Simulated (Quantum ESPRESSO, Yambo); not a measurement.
# A GW chain in Yambo: NaCl (Fm-3m), part 3 of 3

Aim: the G0W0 gap of NaCl (Fm-3m) on PBE, step by step.

Quantum ESPRESSO 7.5 and Yambo 5.3.0; PBE and many-body steps on it, plane waves. Known limits of the many-body steps: not at the basis limit; coarse k mesh.

So far. Step 3 (Bands along the symmetry lines): The gap is 5.150 eV, as in the run before at this level. Step 4 (Empty states on the mesh, 4×4×4 mesh, 108 bands): On this mesh the gap is 5.150 eV.

The database entry behind the starting cell differs from later determinations by our own check (an axis about 0.4 % short against later determinations), so it need not match the best structure at ambient conditions.

## 6. Screening and self-energy, 4×4×4 mesh, 108 bands, screening to 163.3 eV

G0W0 replaces the xc potential by the self-energy, built once from these orbitals. Only a window of levels is corrected, while the sums run over the empty bands that the input names.

This step: G0W0 on PBE, plane waves, norm-conserving pseudopotentials.

Contents of gw1.in:

```
HF_and_locXC
gw0
dyson
ppa
em1d
rim_cut
RandQpts= 1000000
RandGvec= 1 RL
EXXRLvcs= 76 Ry
VXCRLvcs= 304 Ry
Chimod= "HARTREE"
% BndsRnXp
 1 | 108 |
%
NGsBlkXp= 12 Ry
% LongDrXp
 1 | 1 | 1 |
%
% GbndRnge
 1 | 108 |
%
DysSolver= "n"
ExtendOut
PPAPntXp= 27.21138 eV
% QPkrange
 1 | 8 | 6 | 12 |
%
```

Started as:

```sh
> OMP_NUM_THREADS=1 mpirun -n 4 yambo -F gw1.in -J gw1 -C gw1 > gw1.log
```

The log of the run:

```text
 Yambo, version 5.3.0

 [02] CORE Variables Setup
 =========================

  [... cell, symmetries and grids as in the set-up ...]

  [02.05] Energies & Occupations
  ==============================

  [X] === General ===
  [X] Electronic Temperature                        :  0.000000  0.000000 [eV K]
  [X] Bosonic    Temperature                        :  0.000000  0.000000 [eV K]
  [X] Finite Temperature mode                       : no
  [X] El. density                                   :  0.36055E+24 [cm-3]
  [X] Fermi Level                                   :  1.141321 [eV]

  [X] === Gaps and Widths ===
  [X] Conduction Band Min                           :  5.149762 [eV]
  [X] Valence Band Max                              :  0.000000 [eV]
  [X] Filled Bands                                  :   8
  [X] Empty Bands                                   :    9  108
  [X] Direct Gap                                    :  5.149762 [eV]
  [X] Direct Gap localized at k                     :  1
  [X] Indirect Gap                                  :  5.149762 [eV]
  [X] Indirect Gap between kpts                     :  1  1
  [X] Last valence band width                       :  0.763888 [eV]
  [X] 1st conduction band width                     :  3.695208 [eV]

 [03] Transferred momenta grid and indexing
 ==========================================

 IBZ Q-points                                      :   8
 BZ  Q-points                                      :   64

 K/Q-points units:
 rlu = crystal or reduced units; cc = cartesian coordinates; iku = interal k-units

 Q [1]          [rlu]:  0.000000  0.000000  0.000000
 Q [2]          [rlu]:  0.30764E-17  0.30764E-17  0.25000
 Q [3]          [rlu]: -0.61529E-17 -0.61529E-17 -0.50000
 Q [4]          [rlu]:  0.15802E-17  0.25000      0.25000
 Q [5]          [rlu]: -0.19398E-16  0.25000      0.50000
 Q [6]          [rlu]: -0.61529E-17  0.25000     -0.25000
 Q [7]          [rlu]: -0.31603E-17 -0.50000     -0.50000
 Q [8]          [rlu]:  0.250000 -0.500000 -0.250000

 [04] Coloumb potential Random Integration (RIM)
 ===============================================

  [04.01] RIM initialization
  ==========================

  * Diagonal components only detected *

  8 x (sBL volume)        :  0.103539 [a.u.]
  sBZ random points       :  1000000
  Points outside the sBZ  :   7968281
  RL volume               :  0.828312 [a.u.]
  Integrated volume       :  0.831609 [a.u.]

  [04.02] RIM integrals
  =====================

  Gamma point sphere radius             :  0.085176 [a.u.]
  Points outside the sphere             :   800476
  [Int_sBZ(q=0) 1/q^2]*(Vol_sBZ)^(-1/3) =:  7.776341
                                 should be <:  7.795600

  Summary of Coulomb integrals for non-metallic bands |Q|[au] RIM/Bare

  Q [1] 0.100000E-4 0.997530 * Q [2] 0.256180 1.067779
  Q [4] 0.295811 1.067204 * Q [6] 0.418340 1.030488
  Q [5] 0.490547 1.022568 * Q [3] 0.512360 1.021209
  Q [7] 0.591623 1.017560 * Q [8] 0.661454 1.014308

 [05] Dipoles
 ============

  [05.01] Setup: observables and procedures
  =========================================

 [06] Dynamic Dielectric Matrix (PPA)
 ====================================

 [WR./gw1//ndb.pp]---------------------------------------------------------------
  Brillouin Zone Q/K grids (IBZ/BZ)                :    8   64    8   64
  RL vectors                                       :   4111 [WF]
  Coulomb cutoff potential                         : none
  Electronic Temperature                           :  0.000000 [K]
  Bosonic    Temperature                           :  0.000000 [K]
  PPA    diel. fun.  energies                      : Perdew, Burke & Ernzerhof(X)+Perdew, Burke & Ernzerhof(C)
  wavefunctions                                    : Perdew, Burke & Ernzerhof(X)+Perdew, Burke & Ernzerhof(C)
  Global Gauge                                     : length
  X matrix size                                    :  229
  X band range                                     :    1  108
  X e/h energy range                               : -1.000000 -1.000000 [eV]
  X Time ordering                                  : R
  X Hxc Kernel                                     : HARTREE
  X Drude frequency                                :  0.000000  0.000000
  X poles                                          :  100.0000 [o/o]
  RL vectors in the sum                            :   4111
  [r,Vnl] included                                 : yes
  Field direction                                  :  0.577350E-5  0.577350E-5  0.577350E-5
  BZ energy Double Grid                            : no
  BZ energy DbGd points                            : 0
  BZ Q point size factor                           : -1.000000
  X Optical Averaged directions                    : none

 [07] Local Exchange-Correlation + Non-Local Fock
 ================================================

 [VXC] Plane waves :  26813
 [EXS] Plane waves :   3479

 QP @ state[ 1 ] K range:   1   8
 QP @ state[ 1 ] b range:   6  12

 [xc] Functional : Perdew, Burke & Ernzerhof(X)+Perdew, Burke & Ernzerhof(C)
 [xc] LIBXC used to calculate xc functional
  PP Number of Atomic Species                      :  2
  NLCC RL compoments                               :  26813
  PP Number of Atomic Species                      :  2
  NLCC RL compoments                               :  26813

 [xc] E_xc :  -9.855422 [Ha]
      E_xc :  -19.71084 [Ry]

  Local XC kind (lXC) : Perdew, Burke & Ernzerhof(X)+Perdew, Burke & Ernzerhof(C)
  Non-Local XC kind (nlXC) : Hartree-Fock

  Corrections @ K [1] :  [eV]
 <6|nlXC|6> = -18.89296  0.16158E-16 <6|lXC|6> = -14.49345 -0.23597E-16
 <7|nlXC|7> = -18.89291  0.54367E-17 <7|lXC|7> = -14.49345  0.14161E-15
 <8|nlXC|8> = -18.89287 -0.19498E-17 <8|lXC|8> = -14.49345 -0.59010E-20
 <9|nlXC|9> = -4.202671 -0.12581E-17 <9|lXC|9> = -8.177510 -0.28253E-19
 <10|nlXC|10> = -3.619753 -0.11100E-17 <10|lXC|10> = -8.376305  0.23602E-16
 <11|nlXC|11> = -3.620040 -0.32165E-17 <11|lXC|11> = -8.376305  0.94408E-16
 <12|nlXC|12> = -3.619788 -0.34031E-19 <12|lXC|12> = -8.376306 -0.94409E-16

  Corrections @ K [2] :  [eV]
 <6|nlXC|6> = -17.69170 -0.58605E-18 <6|lXC|6> = -13.04438 -0.14794E-20
 <7|nlXC|7> = -18.76088  0.29661E-17 <7|lXC|7> = -14.30919  0.47205E-16
 <8|nlXC|8> = -18.76091  0.83532E-17 <8|lXC|8> = -14.30919  0.94408E-16
[...]
Corrections @ K [3] :  [eV]
[...]
Corrections @ K [4] :  [eV]
[...]
Corrections @ K [5] :  [eV]
[...]
[... 2 further k-points ...]
  Corrections @ K [8] :  [eV]
[...]
<8|nlXC|8> = -18.14623 -0.11886E-16 <8|lXC|8> = -13.53017  0.94422E-16
 <9|nlXC|9> = -4.853984  0.15775E-17 <9|lXC|9> = -9.538762  0.37980E-16
 <10|nlXC|10> = -4.107217 -0.11083E-18 <10|lXC|10> = -8.570064  0.23602E-16
 <11|nlXC|11> = -4.107272 -0.38778E-18 <11|lXC|11> = -8.570064 -0.11808E-16
 <12|nlXC|12> = -4.042351 -0.77737E-18 <12|lXC|12> = -9.105539  0.91460E-16

  [07.01] Hartree-Fock occupations report
  =======================================

  [Hartree-Fock] === General ===
  [Hartree-Fock] Electronic Temperature             :  0.000000  0.000000 [eV K]
  [Hartree-Fock] Bosonic    Temperature             :  0.000000  0.000000 [eV K]
  [Hartree-Fock] Finite Temperature mode            : no
  [Hartree-Fock] El. density                        :  0.36055E+24 [cm-3]
  [Hartree-Fock] Fermi Level                        :  1.141321 [eV]

  [Hartree-Fock] === Gaps and Widths ===
  [Hartree-Fock] Conduction Band Min                :  9.124601 [eV]
  [Hartree-Fock] Valence Band Max                   : -4.399417 [eV]
  [Hartree-Fock] Filled Bands                       :   8
  [Hartree-Fock] Empty Bands                        :    9  108
  [Hartree-Fock] Direct Gap                         :  13.52402 [eV]
  [Hartree-Fock] Direct Gap localized at k          :  1
  [Hartree-Fock] Indirect Gap                       :  13.52402 [eV]
  [Hartree-Fock] Indirect Gap between kpts          :  1  1
  [Hartree-Fock] Last valence band width            :  0.980523 [eV]
  [Hartree-Fock] 1st conduction band width          :  4.405147 [eV]

 [08] Dyson equation: Newton solver
 ==================================

  [08.01] G0W0 (W PPA)
  ====================

  [  GW  ] Bands range     :    1  108
  [GW/PPA] G damping       :  0.100000 [eV]

  QP @ state[ 1 ] K range:   1   8
  QP @ state[ 1 ] b range:   6  12

   Sc/G bands                                       :    1  108
   Sc/G damping                                     :  0.100000 ev
   Sc bands terminator                              : no
   Sx RL components                                 :   3479

   QP @ state[ 1 ] K range                          :   1   8
   QP @ state[ 1 ] b range                          :   6  12
   GF energies kind                                 : Perdew, Burke & Ernzerhof(X)+Perdew, Burke & Ernzerhof(C)
   GF WF`s kind                                     : Perdew, Burke & Ernzerhof(X)+Perdew, Burke & Ernzerhof(C)
   Xs energies kind                                 : Perdew, Burke & Ernzerhof(X)+Perdew, Burke & Ernzerhof(C)
   Xs WF`s kind                                     : Perdew, Burke & Ernzerhof(X)+Perdew, Burke & Ernzerhof(C)

 [11] Game Over & Game summary
```

The job ended after 3.9 min (4 MPI ranks of Arm Neoverse V1, shared host; peak memory 1.5 GiB).

Numbers from this step:

| Item | Value |
| --- | --- |
| G0W0 gap on the mesh | 8.046 eV |
| starting gap on the mesh | 5.150 eV |
| k of the valence top | 0, 0, 0 |
| k of the conduction bottom | 0, 0, 0 |
| least direct G0W0 gap on the computed points | 8.046 eV |
| Z at the valence top | 0.8157 |
| Z at the conduction bottom | 0.8679 |

The gap on the mesh goes from 5.15 eV to 8.05 eV, a correction of +2.90 eV.

Limits: finite bands, cutoff and mesh; coarse k mesh. v1 is the top filled band, c1 the lowest empty one. Levels before and after the correction, in eV, zero at the valence-band top of each column:

```
           conduction bottom  valence top
Kohn-Sham               5.15         0.00
     G0W0               8.05         0.00
```

```
             level  energy (eV)
Kohn-Sham  Γ v3-v1        0.000
Kohn-Sham     Γ c1        5.150
Kohn-Sham  Γ c2-c4       11.062
     G0W0  Γ v3-v1        0.000
     G0W0     Γ c1        8.046
     G0W0  Γ c2-c4       14.446
```

## 7. Where the time went

Times are wall times on the hardware named with each run, good to a factor of about two.

```
                          step     time  share  memory (GiB)
                  ground state    4.3 s    2 %          0.24
bands along the symmetry lines    4.6 s    2 %          0.21
      empty states on the mesh    6.8 s    3 %          0.32
         conversion and set-up    2.3 s    1 %          0.24
     screening and self-energy  3.9 min   93 %           1.5
```

## 8. Outcome

- PBE gap: 5.15 eV, direct
- G0W0 gap on the mesh: 8.05 eV
- GW settings: 4×4×4 mesh, 108 bands, screening to 163.3 eV, Godby-Needs plasmon pole
- known limits: not at the basis limit; coarse k mesh

**Reading.** G0W0 moves the gap on the mesh from 5.15 eV to 8.05 eV (+2.90 eV), with Z of 0.82 and 0.87 at the edges. The dearest step here is «screening and self-energy». Bands and cutoff are finite, so the gap is not at the basis limit. The miss can reach some tenths of an eV and take either sign; the mesh is an error of its own. The 4×4×4 mesh is coarse for this cell, which bears on the long-range parts of exchange and screening.

[Paths, hosts, dates, memory and timing lines, banners, echoed tables and standing remarks are left out of the program output.]

[Logs are printed without paths, hosts, clocks, repeated set-up lines and the standing remarks that a program may print on its own settings, such as how far it seeks lower states.]

[Runs of the session that timed out or met a known fault of the program may be left out.]

[Hosts, paths, dates, database ids (printed as entryN), source tags and the programs' standing remarks are cut or masked in the printed files.]
